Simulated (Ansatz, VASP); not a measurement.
## N in VASP and in Ansatz

```
N
1.0
     0.00000    1.56032    1.56032
     1.56032    0.00000    1.56032
     1.56032    1.56032    0.00000
N
1
Direct
  0.00000 0.00000 0.00000
```

Alike in both runs: functional PBE; k mesh 30 × 30 × 30; occupations gaussian, width 0.1 eV; no spin polarisation.

Ansatz relaxed the structure, and its values are those at the end. VASP's run is a single point on that final structure, the one shown.

|  | VASP | Ansatz |
| --- | --- | --- |
| version | VASP 6.6.1 | Ansatz 0.2.0 |
| potentials or method | VASP PAW PBE potentials, release 64 (N) | scalar-relativistic, plane waves, PAW |
| plane-wave cutoff (eV) | 520 | 420 |
| valence electrons in the cell | 5 | 5 |

|  | VASP | Ansatz | Ansatz less VASP |
| --- | --- | --- | --- |
| gap on the k mesh at the Fermi level (eV) | none | none | - |
| pressure (GPa) | -0.2 | 0.0 | +0.18 |

A gap of «none» marks a metal or a gap that the smearing closes.
